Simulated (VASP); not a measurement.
# BN (R3m) in VASP: settings compared, part 2 of 2

VASP 6.6.1. Earlier steps stand in the parts before.

## 4. Band structure, LDA

INCAR

```
PREC     = Accurate       # precision mode
ENCUT    = 520            # plane-wave cutoff, eV
EDIFF    = 1E-6           # SCF threshold, eV
ISMEAR   = -1             # smearing method
SIGMA    = 0.05           # smearing width, eV
LREAL    = False          # projectors in reciprocal space
LASPH    = True           # aspherical terms in the spheres
NELM     = 60             # most SCF steps
ALGO     = Normal         # electronic algorithm
ISIF     = 2              # what is computed and relaxed
LWAVE    = False          # write WAVECAR
LCHARG   = False          # write CHGCAR
NBANDS   = 11             # bands
```

KPOINTS

```
Automatic mesh
0
Gamma
  12 12 12
```

POSCAR

```
BN
1.0
    1.2511217832      0.7223354983      3.3729344033
   -1.2511217832      0.7223354983      3.3729344033
    0.0000000000     -1.4446709966      3.3729344033
N B
1 1
Direct
    0.6672382000      0.6672382000      0.6672382000
    0.0003288000      0.0003288000      0.0003288000
```

KPOINTS_OPT

```
path GLB1,BZGX,QFP1Z,LP
20
line-mode
reciprocal
 0.0000000000  0.0000000000  0.0000000000  G
 0.5000000000  0.0000000000  0.0000000000  L

 0.5000000000  0.0000000000  0.0000000000  L
 0.5000000000  0.1972419765 -0.1972419765  B1

 0.8027580235  0.5000000000  0.1972419765  B
 0.5000000000  0.5000000000  0.5000000000  Z

 0.5000000000  0.5000000000  0.5000000000  Z
 0.0000000000  0.0000000000  0.0000000000  G

 0.0000000000  0.0000000000  0.0000000000  G
 0.3486209883  0.0000000000 -0.3486209883  X

 0.6513790117  0.3486209883  0.0000000000  Q
 0.5000000000  0.5000000000  0.0000000000  F

 0.5000000000  0.5000000000  0.0000000000  F
 0.6513790117  0.6513790117  0.1972419765  P1

 0.6513790117  0.6513790117  0.1972419765  P1
 0.5000000000  0.5000000000  0.5000000000  Z

 0.5000000000  0.0000000000  0.0000000000  L
 0.8027580235  0.3486209883  0.3486209883  P
```

Potentials or basis: VASP PAW LDA potentials, release 64 (N, B).

Run with:

```
$ cat potpaw_LDA.64/N/POTCAR potpaw_LDA.64/B/POTCAR > POTCAR
$ mpirun -np 1 vasp_std > vasp.out
```

OUTCAR:

```text
PREC = Accurate
   ENCUT = 520
   EDIFF = 1E-6
   ISMEAR = -1
   LREAL = False
   LASPH = True
   NELM = 60
   ISIF = 2

 ion  position               nearest neighbor table
   1  0.667  0.667  0.667-   2 1.44   2 1.44   2 1.44
   2  0.000  0.000  0.000-   1 1.44   1 1.44   1 1.44

  LATTYP: Found a trigonal (rhomboedric) cell.
 ALAT       =     3.6692997666
 COS(alpha) =     0.7674786797

  Lattice vectors:

 A1 = (   1.2511217832,   0.7223354983,   3.3729344033)
 A2 = (  -1.2511217832,   0.7223354983,   3.3729344033)
 A3 = (   0.0000000000,  -1.4446709966,   3.3729344033)

Analysis of symmetry for initial positions (statically):
=====================================================================
 Subroutine PRICEL returns:
 Original cell was already a primitive cell.

 Routine SETGRP: Setting up the symmetry group for a
 trigonal (rhombohedral) supercell.

 Subroutine GETGRP returns: Found  6 space group operations
 (whereof  6 operations were pure point group operations)
 out of a pool of 12 trial point group operations.
[... 171 lines left out ...]
  band No.  band energies     occupation
      1     -15.5633      2.00000
      2      -2.2030      2.00000
      3       0.7049      2.00000
      4       0.7049      2.00000
      5       6.8454      0.00000
      6      13.5663      0.00000
      7      13.5663      0.00000
      8      14.9756      0.00000
      9      16.8086      0.00000
     10      27.6477      0.00000
     11      29.4374      0.00000
[... 309 lines left out ...]
 k-point    24 :      -0.4167    0.1667    0.0000
  band No.  band energies     occupation
      1     -12.0800      2.00000
      2      -6.5737      2.00000
      3      -3.3969      2.00000
      4       1.6789      2.00000
      5       7.0396      0.00000
      6      13.3539      0.00000
      7      15.2638      0.00000
      8      16.1081      0.00000
      9      19.4602      0.00000
     10      22.7706      0.00000
     11      24.8588      0.00000

 [... further k-points ...]

------------------------ aborting loop because EDIFF is reached ----------------------------------------

  FORCE on cell =-STRESS in cart. coord.  units (eV):
  Direction    XX          YY          ZZ          XY          YZ          ZX
  --------------------------------------------------------------------------------------
  -------------------------------------------------------------------------------------
  Total       -0.5901152     -0.5901152     -0.1275882      0.0000000      0.0000000      0.0000000
  in kB      -51.6951360    -51.6951360    -11.1769547      0.0000000      0.0000000      0.0000000
  external PRESSURE =     -38.1890756 kB  Pullay stress =       0.0000000 kB

 VOLUME and BASIS-vectors are now :
 -----------------------------------------------------------------------------
  energy-cutoff  :      520.00
  volume of cell :       18.29
      direct lattice vectors                 reciprocal lattice vectors
     1.251121783  0.722335498  3.372934403     0.399641351  0.230733042  0.098825916
    -1.251121783  0.722335498  3.372934403    -0.399641351  0.230733042  0.098825916
     0.000000000 -1.444670997  3.372934403     0.000000000 -0.461466083  0.098825916

 POSITION                                       TOTAL-FORCE (eV/Angst)
 -----------------------------------------------------------------------------------
      0.00000      0.00000      6.75165         0.000000      0.000000     -0.002251
      0.00000      0.00000      0.00333         0.000000     -0.000000      0.002251
 -----------------------------------------------------------------------------------
    total drift:                               -0.000000     -0.000000     -0.000055

  FREE ENERGIE OF THE ION-ELECTRON SYSTEM (eV)
  ---------------------------------------------------
  free  energy   TOTEN  =       -19.2863564623 eV

  energy  without entropy=      -19.2863564623  energy(sigma->0) =      -19.28635646
```

OSZICAR:

```text
N       E                     dE             d eps       ncg     rms          rms(c)
DAV:   1     0.111375095077E+02    0.11138E+02   -0.45426E+03  4222   0.673E+02
DAV:   2    -0.206027990275E+02   -0.31740E+02   -0.30524E+02  4894   0.149E+02
DAV:   3    -0.212806173175E+02   -0.67782E+00   -0.67681E+00  5063   0.197E+01
DAV:   4    -0.212823692981E+02   -0.17520E-02   -0.17519E-02  4617   0.121E+00
DAV:   5    -0.212823773730E+02   -0.80749E-05   -0.80749E-05  5084   0.696E-02    0.781E+00
DAV:   6    -0.195374342731E+02    0.17449E+01   -0.58213E+00  4434   0.131E+01    0.347E+00
DAV:   7    -0.193452846317E+02    0.19215E+00   -0.19339E-01  4992   0.313E+00    0.208E+00
DAV:   8    -0.192867885450E+02    0.58496E-01   -0.14353E-01  4935   0.225E+00    0.231E-01
DAV:   9    -0.192863669029E+02    0.42164E-03   -0.24307E-03  4569   0.402E-01    0.133E-01
DAV:  10    -0.192863543056E+02    0.12597E-04   -0.18440E-04  4846   0.118E-01    0.200E-02
DAV:  11    -0.192863567480E+02   -0.24425E-05   -0.11176E-05  4920   0.217E-02    0.143E-02
DAV:  12    -0.192863564623E+02    0.28569E-06   -0.25375E-06  4522   0.997E-03
   1 F= -.19286356E+02 E0= -.19286356E+02  d E =-.587662E-11
       N       E                     dE             ncg
DAV:   1    -0.131304444089E+04   -0.56958E+05     3984
DAV:   2    -0.685921505802E+04   -0.55462E+04     4810
DAV:   3    -0.697854875061E+04   -0.11933E+03     4913
DAV:   4    -0.697876401929E+04   -0.21527E+00     4379
DAV:   5    -0.697876459714E+04   -0.57786E-03     4753
DAV:   6    -0.697876459967E+04   -0.25229E-05     4592
DAV:   7    -0.697876459968E+04   -0.10988E-07     4006
```

stdout:

```text
POSCAR found type information on POSCAR N B
 POSCAR found :  2 types and       2 ions
 scaLAPACK will be used
 LDA part: xc-table for (Slater(with rela. corr.)+CA(PZ))
 , standard interpolation
 POSCAR, INCAR and KPOINTS ok, starting setup
 FFT: planning ... GRIDC
 FFT: planning ... GRID_SOFT
 FFT: planning ... GRID
 WAVECAR not read
 entering main loop
 Start KPOINTS_OPT (optional k-point list driver)
k-point batch [1-180\180]
```

Wall time 75 s (1 thread of Intel Xeon Platinum 8259CL at 2.50GHz (Skylake/Cascade Lake), shared host); peak memory 0.18 GiB.

What came out:

| Property | Result |
| --- | --- |
| Free energy | -19.2864 eV |
| Pressure | -3.8 GPa |
| Band gap on the k mesh | 4.09 eV, indirect (least direct gap 4.55 eV) |
| Band gap along the path | 4.03 eV, indirect (least direct gap 4.55 eV) |

Forces on the atoms (eV/Å):
```
N    0.000  0.000 -0.002
B    0.000  0.000  0.002
```

Levels at the corners of the path, in eV from the valence-band top:
```
point  band 1  band 2  band 3  band 4  band 5  band 6  band 7  band 8  band 9
    Γ  -17.63   -4.27   -1.36   -1.36    4.78   11.50   11.50   12.91   14.74
    L  -14.41   -8.96   -4.15   -0.67    5.07    9.83   12.64   14.61   19.58
    L  -14.41   -8.96   -4.15   -0.67    5.07    9.83   12.64   14.61   19.58
   B1  -13.84   -8.03   -6.87   -0.45    4.62   12.04   13.81   15.71   18.47
    B  -13.84   -8.03   -6.87   -0.45    4.62   12.04   13.81   15.71   18.47
    Z  -17.35   -6.31   -1.38   -1.38    9.76   11.43   11.43   12.27   15.95
    Z  -17.35   -6.31   -1.38   -1.38    9.76   11.43   11.43   12.27   15.95
    Γ  -17.63   -4.27   -1.36   -1.36    4.78   11.50   11.50   12.91   14.74
    Γ  -17.63   -4.27   -1.36   -1.36    4.78   11.50   11.50   12.91   14.74
    X  -13.78   -8.03   -7.03   -0.17    4.44   11.97   13.56   16.09   18.11
    Q  -13.78   -8.03   -7.03   -0.17    4.44   11.97   13.56   16.09   18.11
    F  -14.33   -8.83   -4.20   -1.26    4.03    9.83   13.81   17.12   19.98
    F  -14.33   -8.83   -4.20   -1.26    4.03    9.83   13.81   17.12   19.98
   P1  -14.45   -8.68   -4.15   -1.60    4.78    9.89   13.90   16.17   20.48
   P1  -14.45   -8.68   -4.15   -1.60    4.78    9.89   13.90   16.17   20.48
    Z  -17.35   -6.31   -1.38   -1.38    9.76   11.43   11.43   12.27   15.95
    L  -14.41   -8.96   -4.15   -0.67    5.07    9.83   12.64   14.61   19.58
    P  -14.45   -8.68   -4.15   -1.60    4.78    9.89   13.90   16.17   20.48
```

Expect the measured gap to be larger: semilocal functionals such as LDA lack the derivative discontinuity.

## 5. Overview

| level | potentials or basis | k mesh | grid for exact exchange (PRECFOCK) | exchange at q = 0 | share of exact exchange | mesh quality | gap on the mesh (eV) | pressure (GPa) |
| --- | --- | --- | --- | --- | --- | --- | --- | --- |
| PBE-EpsX | VASP PAW PBE potentials, release 64 (N, B) | 6 × 6 × 6 | Normal | default | 0.2493 | coarse | - | -1.3 |
| PBE | VASP PAW PBE potentials, release 64 (N, B) | 12 × 12 × 12 | - | - | - | not flagged | 4.28 | 3.6 |
| LDA | VASP PAW LDA potentials, release 64 (N, B) | 12 × 12 × 12 | - | - | - | not flagged | 4.09 | -3.8 |

Alike in all rows: task band structure; no spin polarisation; cell as given; cutoff (eV) 520; smearing fermi-dirac 0.05 eV.

Caveats: some runs use coarse meshes; an unscreened hybrid on a path of extra k points without a Coulomb cutoff has errors near the mesh points, so the bands along the path aren't reliable (some runs); the PAW data sets were made with another functional, which shifts forces and pressure a little (some runs).

Absolute energies hang on the potentials; compare differences alone.
